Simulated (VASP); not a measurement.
The system is HfN.

```
Hf N
1.0
     3.13391    0.00000    0.00000
    -1.56695    2.71404    0.00000
     0.00000    0.00000    5.41677
Hf N
2 2
Cartesian
  0.0000 1.8094 1.3542
  1.5670 0.9047 4.0626
  0.0000 0.0000 2.7084
  0.0000 0.0000 0.0000
```

The cell comes from a database or a generator and needn't be the stable form of this composition.

```yaml
Program: VASP 6.6.1
Task: single point
Functional: PBEsol
Potentials_or_basis: VASP PAW PBE potentials, release 64 (Hf_pv, N)
Cutoff: 520 eV
k_mesh: 10 × 10 × 5
Occupations: fermi-dirac, width 0.05 eV
Spin: no spin polarisation
```

On this cell: pressure -4.5 GPa; largest force under 0.003 eV/Å; band gap on the k mesh none (metal or under the smearing width).

The same run follows on a disturbed copy (atoms moved at random, drawn with an rms of 0.05 Å):

```xyz
4
Lattice="3.1339 0.0000 0.0000 -1.5670 2.7140 0.0000 0.0000 0.0000 5.4168" Properties=species:S:1:pos:R:3 pbc="T T T"
Hf    0.0206    1.7754    1.3568
Hf    1.5469    0.9110    4.0622
N     0.0295   -0.0096    2.6638
N     0.0109    0.0061   -0.0361
```

Problem. What changes?

Solution. The energy (extrapolated to zero smearing) moves by +7.9 meV/atom; pressure -4.1 GPa; largest force 0.569 eV/Å; band gap on the k mesh none (metal or under the smearing width).

Forces on the atoms (eV/Å):
```
Hf  -0.008  0.309 -0.441
Hf   0.380 -0.071 -0.373
N   -0.275 -0.044  0.496
N   -0.098 -0.194  0.317
```

Stress tensor (GPa, compression positive):
```
-3.50 -0.39 -0.10
-0.39 -4.05 -0.03
-0.10 -0.03 -4.65
```

Caveats: the PAW data sets were made with another functional, which shifts forces and pressure a little.
